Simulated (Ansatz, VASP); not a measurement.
# ZnS: VASP beside Ansatz, part 2 of 2

Wanted: the spread between two codes on one cell, functional and k mesh. The structure shown comes from an earlier Ansatz run, which isn't shown and may have moved the atoms alone.

VASP 6.6.1 and Ansatz 0.2.0.

So far: The structure; Ansatz: elastic constants, r2SCAN.

## 3. VASP: elastic constants, r2SCAN

Level of this step: r2SCAN; plane waves and PAW (Zn, S) (VASP).

The same cell, functional, mesh and smearing now go to VASP, with its own data sets.

Lines of VASP's logs that name or quote its potential files are left out, and so is its time.

The input, INCAR:

```
SYSTEM = ZnS
PREC = Accurate
ENCUT = 550
EDIFF = 1E-08
NELM = 120
ISMEAR = 0
SIGMA = 0.02
LREAL = .FALSE.
ALGO = Normal
METAGGA = R2SCAN
LASPH = .TRUE.
NBANDS = 15
LORBIT = 11
LWAVE = .FALSE.
LCHARG = .FALSE.
ISIF = 3
IBRION = 6
NFREE = 2
POTIM = 0.015
NSW = 1
GGA_COMPAT = .FALSE.
EFERMI = MIDGAP
LMIXTAU = .TRUE.
KPAR = 2
```

The input, POSCAR:

```
ZnS
1.0
    0.0000000000      2.6945314687      2.6945314687
    2.6945314687      0.0000000000      2.6945314687
    2.6945314687      2.6945314687      0.0000000000
Zn S
1 1
Direct
    0.2500000000      0.2500000000      0.2500000000
    0.0000000000      0.0000000000      0.0000000000
```

The input, KPOINTS:

```
Automatic mesh
0
Gamma
8 8 8
0 0 0
```

PAW data sets: Zn and S (PBE family, release 64).

Command:

```
$ mpirun -np 2 vasp_std
```

Numbers of over 12 decimals in the logs are rounded to 6 here.

Log:

```text
[banner, memory and clock lines left out]
running    2 mpi-ranks, on    1 nodes
 distrk:  each k-point on    1 cores,    2 groups
 distr:  one band on    1 cores,    1 groups

 POSCAR found type information on POSCAR ZnS
 POSCAR found :  2 types and       2 ions
|                                                                             |
|               ----> ADVICE to this user running VASP <----                  |
|                                                                             |
|     You enforced a specific xc type in the INCAR file but a different       |
|     [... a line on the potential file left out ...]
|     I HOPE YOU KNOW WHAT YOU ARE DOING!                                     |
|                                                                             |

 LDA part: xc-table for (None), standard interpolation
 POSCAR, INCAR and KPOINTS ok, starting setup
 FFT: planning ... GRIDC
 FFT: planning ... GRID_SOFT
 FFT: planning ... GRID
 WAVECAR not read
 entering main loop
       N       E                     dE             d eps       ncg     rms          rms(c)
DAV:   1     0.724928514137E+02    0.72493E+02   -0.92648E+03   870   0.151E+03
DAV:   2    -0.163068523637E+02   -0.88800E+02   -0.83867E+02   989   0.284E+02
DAV:   3    -0.218802546363E+02   -0.55734E+01   -0.55462E+01  1073   0.675E+01
DAV:   4    -0.219380258797E+02   -0.57771E-01   -0.57744E-01  1073   0.703E+00
DAV:   5    -0.219386143913E+02   -0.58851E-03   -0.58851E-03  1073   0.678E-01    0.721E+00
DAV:   6    -0.188539390308E+02    0.30847E+01   -0.17803E+00   982   0.424E+01    0.665E+00
DAV:   7    -0.187870598218E+02    0.66879E-01   -0.57318E-01   933   0.143E+01    0.348E+00
DAV:   8    -0.188446967186E+02   -0.57637E-01   -0.12980E-01   870   0.458E+00    0.152E+00
DAV:   9    -0.188310492791E+02    0.13647E-01   -0.12708E-01   870   0.362E+00    0.377E-01
DAV:  10    -0.188563651862E+02   -0.25316E-01   -0.47708E-02   884   0.214E+00    0.156E-01
DAV:  11    -0.188659559822E+02   -0.95908E-02   -0.43924E-03   968   0.780E-01    0.579E-02
DAV:  12    -0.188525168917E+02    0.13439E-01   -0.48202E-03   870   0.817E-01    0.995E-02
DAV:  13    -0.188662599869E+02   -0.13743E-01   -0.31361E-03   884   0.598E-01    0.196E-02
DAV:  14    -0.188663721151E+02   -0.11213E-03   -0.65504E-05  1066   0.827E-02    0.888E-03
DAV:  15    -0.188663717733E+02    0.34176E-06   -0.17805E-06  1003   0.140E-02    0.711E-03
DAV:  16    -0.188663750786E+02   -0.33053E-05   -0.14687E-06  1052   0.258E-02    0.449E-03
DAV:  17    -0.188663767276E+02   -0.16490E-05   -0.71460E-07   898   0.108E-02    0.312E-03
DAV:  18    -0.188663767241E+02    0.35461E-08   -0.12649E-07   989   0.625E-03    0.228E-03
DAV:  19    -0.188663769400E+02   -0.21594E-06   -0.13452E-08   786   0.140E-03    0.160E-03
DAV:  20    -0.188663771409E+02   -0.20093E-06   -0.37106E-08   912   0.267E-03    0.821E-04
DAV:  21    -0.188663772920E+02   -0.15112E-06   -0.36518E-09   673   0.632E-04    0.382E-04
DAV:  22    -0.188663772982E+02   -0.61214E-08   -0.10186E-09   477   0.346E-04
   1 F= -.18866377E+02 E0= -.18866377E+02  d E =0.000000E+00
[...]
11 F= -.18864400E+02 E0= -.18864400E+02  d E =0.000000E+00
[...]
12 F= -.18864405E+02 E0= -.18864405E+02  d E =0.000000E+00
[...]
13 F= -.18864400E+02 E0= -.18864400E+02  d E =0.000000E+00
[...]
14 F= -.18865795E+02 E0= -.18865795E+02  d E =0.000000E+00
[...]
15 F= -.18865795E+02 E0= -.18865795E+02  d E =0.000000E+00
[...]
16 F= -.18865705E+02 E0= -.18865705E+02  d E =0.000000E+00
 Finite differences progress:
  Degree of freedom:   8/  8
  Displacement:        1/  2
  Total:              15/ 16
 bond charge predicted
       N       E                     dE             d eps       ncg     rms          rms(c)
DAV:   1    -0.188609404355E+02    0.47646E-02   -0.53124E-01  2850   0.383E+00    0.295E-01
DAV:   2    -0.188658119798E+02   -0.48715E-02   -0.39850E-02  3375   0.144E+00    0.126E-01
DAV:   3    -0.188655019099E+02    0.31007E-03   -0.55466E-04  3389   0.218E-01    0.607E-02
DAV:   4    -0.188655650413E+02   -0.63131E-04   -0.68925E-04  2990   0.199E-01    0.336E-02
DAV:   5    -0.188656162892E+02   -0.51248E-04   -0.35482E-04  2906   0.152E-01    0.128E-02
DAV:   6    -0.188656997096E+02   -0.83420E-04   -0.10292E-04  2934   0.769E-02    0.926E-03
DAV:   7    -0.188657034156E+02   -0.37060E-05   -0.30682E-06  3774   0.164E-02    0.613E-03
DAV:   8    -0.188657043904E+02   -0.97484E-06   -0.90355E-07  3011   0.867E-03    0.197E-03
DAV:   9    -0.188657051330E+02   -0.74259E-06   -0.47767E-07  3235   0.551E-03    0.120E-03
DAV:  10    -0.188657051395E+02   -0.65215E-08   -0.25279E-08  3494   0.135E-03
  17 F= -.18865705E+02 E0= -.18865705E+02  d E =0.000000E+00
 Finite differences progress:
  Degree of freedom:   8/  8
  Displacement:        2/  2
  Total:              16/ 16
```

From OUTCAR (step 3):

```text
ion  position               nearest neighbor table
   1  0.250  0.250  0.250-   2 2.33   2 2.33   2 2.33   2 2.33
   2  0.000  0.000  0.000-   1 2.33   1 2.33   1 2.33   1 2.33

  LATTYP: Found a face centered cubic cell.
 ALAT       =     5.3890629374

 Subroutine GETGRP returns: Found 24 space group operations
 (whereof 24 operations were pure point group operations)

The static configuration has the point symmetry T_d .

 Found     29 irreducible k-points:

   k-points           NKPTS =     29   k-points in BZ     NKDIM =     29   number of bands    NBANDS=     15

   dimension x,y,z NGX =    30 NGY =   30 NGZ =   30
   dimension x,y,z NGXF=    60 NGYF=   60 NGZF=   60

   ENCUT  =  550.0 eV  40.42 Ry    6.36 a.u.   7.29  7.29  7.29*2*pi/ulx,y,z

   NELECT =      18.0000    total number of electrons

 k-points in reciprocal lattice and weights: Automatic mesh
   0.00000000  0.00000000  0.00000000       0.002
   0.12500000  0.00000000  0.00000000       0.016
   0.25000000  0.00000000  0.00000000       0.016
   0.37500000  0.00000000  0.00000000       0.016
   0.50000000  0.00000000  0.00000000       0.008
   0.12500000  0.12500000  0.00000000       0.012
   0.25000000  0.12500000  0.00000000       0.047
   0.37500000  0.12500000  0.00000000       0.047
   0.50000000  0.12500000  0.00000000       0.047
[...]
-0.37500000  0.50000000  0.12500000       0.023
  -0.25000000  0.50000000  0.25000000       0.012

 average (electrostatic) potential at core
       1 -41.7211       2 -91.5503

 E-fermi :   3.2722

 k-point     1 :       0.0000    0.0000    0.0000
  band No.  band energies     occupation
    ...
      5      -4.0677      2.00000
      6      -4.0677      2.00000
      7       1.8955      2.00000
      8       1.9094      2.00000
      9       1.9216      2.00000
     10       4.6229      0.00000
     11       8.7988      0.00000
     12       8.8053      0.00000
     13       8.8133      0.00000
     14      14.2223      0.00000
    ...

 k-point     2 :       0.1250    0.0000    0.0000
  band No.  band energies     occupation
    ...
      5      -4.0693      2.00000
      6      -4.0690      2.00000
      7       0.8262      2.00000
      8       1.7428      2.00000
      9       1.7649      2.00000
     10       5.4106      0.00000
     11       8.7044      0.00000
     12       9.0596      0.00000
     13       9.0806      0.00000
     14      13.6129      0.00000
    ...

 k-point     3 :       0.2500    0.0000    0.0000
  band No.  band energies     occupation
    ...
      5      -4.0660      2.00000
      6      -4.0651      2.00000
      7      -0.9494      2.00000
      8       1.4087      2.00000
      9       1.4397      2.00000
     10       5.9360      0.00000
     11       9.3865      0.00000
     12       9.4159      0.00000
     13       9.4593      0.00000
     14      13.4188      0.00000
    ...

  Total        0.0061304      0.0079972      0.0079972      0.0000000     -0.0857884      0.0000000
  in kB        0.2510257      0.3274672      0.3274672      0.0000000     -3.5128490      0.0000000
  external PRESSURE =       0.3019867 kB  Pullay stress =       0.0000000 kB

  energy-cutoff  :      550.00
  volume of cell :       39.13
      direct lattice vectors                 reciprocal lattice vectors
     0.000000000  2.694531469  2.694531469    -0.185561017  0.185561017  0.185561017
     2.694531469  0.000000000  2.694531469     0.185561017 -0.185561017  0.185561017
     2.694531469  2.694531469  0.000000000     0.185561017  0.185561017 -0.185561017

 POSITION                                       TOTAL-FORCE (eV/Angst)
 -----------------------------------------------------------------------------------
      1.34727      1.34727      1.34727        -0.089130     -0.000000     -0.000000
     -0.01500      0.00000      0.00000         0.089130      0.000000      0.000000
 -----------------------------------------------------------------------------------
    total drift:                                0.000010      0.000000      0.000001

  FREE ENERGIE OF THE ION-ELECTRON SYSTEM (eV)
  ---------------------------------------------------
  free  energy   TOTEN  =       -18.8657051395 eV

  energy  without entropy=      -18.8657051395  energy(sigma->0) =      -18.86570514

  SYMMETRIZED ELASTIC MODULI (kBar)
 Direction    XX          YY          ZZ          XY          YZ          ZX
 --------------------------------------------------------------------------------
 XX        1068.0642    634.1813    634.1813     -0.0000     -0.0000      0.0000
 YY         634.1813   1068.0642    634.1813     -0.0000     -0.0000      0.0000
 ZZ         634.1813    634.1813   1068.0642      0.0000      0.0000     -0.0000
 XY          -0.0000     -0.0000      0.0000    719.2586      0.0000      0.0000
 YZ          -0.0000     -0.0000      0.0000      0.0000    719.2586      0.0000
 ZX           0.0000      0.0000     -0.0000      0.0000      0.0000    719.2586
 --------------------------------------------------------------------------------

 Eigenvectors and eigenvalues of the dynamical matrix
 ----------------------------------------------------

   1 f  =    8.134536 THz    51.110795 2PiTHz  271.338901 cm-1    33.641721 meV
             X         Y         Z           dx          dy          dz
      1.347266  1.347266  1.347266     0.000000   -0.561975    0.000000
      0.000000  0.000000  0.000000     0.000000    0.827155    0.000000

   2 f  =    8.134536 THz    51.110795 2PiTHz  271.338901 cm-1    33.641721 meV
             X         Y         Z           dx          dy          dz
      1.347266  1.347266  1.347266     0.000000    0.000000   -0.561975
      0.000000  0.000000  0.000000     0.000000    0.000000    0.827155

   3 f  =    8.134536 THz    51.110795 2PiTHz  271.338901 cm-1    33.641721 meV
             X         Y         Z           dx          dy          dz
      1.347266  1.347266  1.347266     0.561975   -0.000000    0.000000
      0.000000  0.000000  0.000000    -0.827155    0.000000    0.000000

   4 f/i=    0.115009 THz     0.722624 2PiTHz    3.836295 cm-1     0.475640 meV
             X         Y         Z           dx          dy          dz
      1.347266  1.347266  1.347266     0.000000    0.000000    0.827155
      0.000000  0.000000  0.000000     0.000000    0.000000    0.561975

   5 f/i=    0.115009 THz     0.722624 2PiTHz    3.836295 cm-1     0.475640 meV
             X         Y         Z           dx          dy          dz
      1.347266  1.347266  1.347266     0.455625    0.690356    0.000000
      0.000000  0.000000  0.000000     0.309554    0.469032    0.000000

   6 f/i=    0.115009 THz     0.722624 2PiTHz    3.836295 cm-1     0.475640 meV
             X         Y         Z           dx          dy          dz
      1.347266  1.347266  1.347266     0.690356   -0.455625    0.000000
      0.000000  0.000000  0.000000     0.469032   -0.309554    0.000000

 ELASTIC MODULI CONTR FROM IONIC RELAXATION (kBar)
 Direction    XX          YY          ZZ          XY          YZ          ZX
 --------------------------------------------------------------------------------
 XX          -0.0000      0.0000      0.0000      0.0000     -0.0000      0.0000
 YY           0.0000     -0.0000     -0.0000      0.0000      0.0000     -0.0000
 ZZ           0.0000     -0.0000     -0.0000     -0.0000      0.0000      0.0000
 XY           0.0000      0.0000     -0.0000   -241.9029     -0.0000      0.0000
 YZ          -0.0000      0.0000      0.0000     -0.0000   -241.9029      0.0000
 ZX           0.0000     -0.0000      0.0000      0.0000      0.0000   -241.9029
 --------------------------------------------------------------------------------

 TOTAL ELASTIC MODULI (kBar)
 Direction    XX          YY          ZZ          XY          YZ          ZX
 --------------------------------------------------------------------------------
 XX        1068.0642    634.1813    634.1813      0.0000     -0.0000      0.0000
 YY         634.1813   1068.0642    634.1813     -0.0000      0.0000     -0.0000
 ZZ         634.1813    634.1813   1068.0642     -0.0000      0.0000     -0.0000
 XY           0.0000     -0.0000     -0.0000    477.3557     -0.0000      0.0000
 YZ          -0.0000      0.0000      0.0000     -0.0000    477.3557      0.0000
 ZX           0.0000     -0.0000     -0.0000      0.0000      0.0000    477.3557
 --------------------------------------------------------------------------------

 total charge
# of ion       s       p       d       tot
------------------------------------------
    1        0.502   0.482   9.819  10.803
    2        1.302   2.469   0.000   3.771
--------------------------------------------------
tot          1.804   2.951   9.819  14.574

[... 3 further parts left out ...]
```

Levels, forces or a CONTCAR printed for this step are those of its last displaced cell, not of the structure at rest.

## 4. Side by side

Known differences besides the potentials themselves: VASP keeps PBE cores, Ansatz makes them for the functional; the cutoff is 500 eV in Ansatz and 550 eV in VASP; VASP takes each elastic constant from one size of strain, Ansatz from those that its log lists. Total energies have different zeros and are not compared.

Both answers:

```csv
quantity,Ansatz,VASP,difference
C11 (GPa),107.5,106.8,+0.66 %
C22 (GPa),107.5,106.8,+0.66 %
C33 (GPa),107.5,106.8,+0.66 %
C12 (GPa),64.2,63.4,+1.22 %
C13 (GPa),64.2,63.4,+1.22 %
C23 (GPa),64.2,63.4,+1.22 %
C44 (GPa),50.1,47.7,+4.87 %
C55 (GPa),50.1,47.7,+4.87 %
C66 (GPa),50.1,47.7,+4.87 %
```

## 5. Outcome

- difference in C44 (elastic constants, r2SCAN): 4.9 %

**Reading.** The difference in C44 is 4.9 % (elastic constants, r2SCAN), at about the 5 % picked in this series as the mark of a large difference. Such differences can come from data sets, numerical settings and the points named under the comparisons, not from the functional's error against experiment.

[Lines on the potential files, build, host, timing and source positions are cut from VASP's logs without a mark.]

[Logs are printed without paths, hosts, clocks, repeated set-up lines and the standing remarks that a program may print on its own settings, such as how far it seeks lower states.]

[Hosts, paths, dates, database ids (printed as entryN), source tags and the programs' standing remarks are cut or masked in the printed files.]
